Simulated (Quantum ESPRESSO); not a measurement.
Ge under changes of volume

One of the cells (22.833 Å³/atom); the others are scaled copies at fixed shape and fractional positions:

```
CELL_PARAMETERS angstrom
3.99759 0.00000 0.00000
-1.99879 3.46201 0.00000
0.00000 0.00000 6.59938
ATOMIC_POSITIONS crystal
Ge 0.33333 0.66667 0.93710
Ge 0.66667 0.33333 0.43710
Ge 0.33333 0.66667 0.56290
Ge 0.66667 0.33333 0.06290
```

This isn't the form of Ge at room conditions, which is diamond.

| Item | Value |
| --- | --- |
| Program | Quantum ESPRESSO 7.5 |
| Functional | LDA |
| Potentials or basis | GBRV 1.5 LDA |
| Cutoff | 612 eV |
| Density cutoff | 4898 eV |
| k mesh | 8 × 8 × 4 |
| Occupations | fermi-dirac, width 0.05 eV |
| Spin | no spin polarisation |

```csv
volume (Å³/atom),energy over the lowest point (meV/atom),pressure (GPa),largest force (eV/Å)
21.463,4.92,2.3,0.015
21.920,0.22,0.6,0.007
22.377,0.00,-0.8,0.003
22.833,3.67,-2.1,0.002
23.290,10.92,-3.3,0.012
23.747,21.35,-4.4,0.021
24.203,?,?,?
```

**Question.** What does the run at 24.203 Å³/atom give?

**Answer.** Energy over the lowest point 34.61 meV/atom; pressure -5.3 GPa; largest force 0.030 eV/Å.

Worked out: A Birch-Murnaghan fit of order 3 (a polynomial in V^(-2/3)) to the other rows has its minimum at 22.17 Å³/atom with B0 = V·E''(V) = 71 GPa and B' = 4.4 at fixed shape and positions, which overstates the stiffness. It gives 34.58 meV/atom at 24.203 Å³/atom, against the run's 34.61, and -dE/dV = -5.1 GPa, against -5.3.

Energies are extrapolated to zero smearing.
